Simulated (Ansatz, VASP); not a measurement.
## GaAs: VASP beside Ansatz

INCAR

```
ALGO = Normal
EDIFF = 1E-6
ENCUT = 520
GGA = PS
ISIF = 2
ISMEAR = 0
LASPH = True
LCHARG = False
LREAL = False
LWAVE = False
NBANDS = 16
NELM = 80
PREC = Accurate
SIGMA = 0.1
```

KPOINTS

```
k-points
0
Gamma
  6 6 6
```

Contents of POSCAR:

```
GaAs
1.0
    0.0000000000      2.8750910496      2.8750910496
    2.8750910496      0.0000000000      2.8750910496
    2.8750910496      2.8750910496      0.0000000000
Ga As
1 1
Direct
    0.0000000000      0.0000000000      0.0000000000
    0.2500000000      0.2500000000      0.2500000000
```

Input for Ansatz:

```yaml
crystal:
  lattice:
    - [0.0, 2.8750910496, 2.8750910496]
    - [2.8750910496, 0.0, 2.8750910496]
    - [2.8750910496, 2.8750910496, 0.0]
  atoms:
    - { symbol: Ga, position: [0.0, 0.0, 0.0] }
    - { symbol: As, position: [0.25, 0.25, 0.25] }
basis:
  ecutwfc: 420
kpoints:
  mp_grid: { grid: [6, 6, 6] }
hamiltonian:
  xc: pbesol
scf:
  occupations: { method: gaussian, width: 0.1 }
output:
  forces: true
  stress: true
  eigenvalues: true
```

The cell is a database's computed one.

Alike in both runs: task single point; functional PBEsol; k mesh 6 × 6 × 6; occupations gaussian, width 0.1 eV; no spin polarisation.

```csv
,VASP,Ansatz
version,VASP 6.6.1,Ansatz 0.2.0
potentials or method,"VASP PAW PBE potentials, release 64 (Ga_d, As)","scalar-relativistic, plane waves, PAW"
plane-wave cutoff (eV),520,420
valence electrons in the cell,18,28
```

|  | VASP | Ansatz | Ansatz less VASP |
| --- | --- | --- | --- |
| gap on the k mesh at the Fermi level (eV) | 0.08 | 0.07 | -0.011 |
| least direct gap on the mesh (eV) | 0.08 | 0.07 | -0.011 |
| pressure (GPa) | -2.8 | -2.9 | -0.11 |

The two sets of potentials don't hold the same shells in valence.

Caveats: the PAW data sets were made with another functional, which shifts forces and pressure a little (VASP).
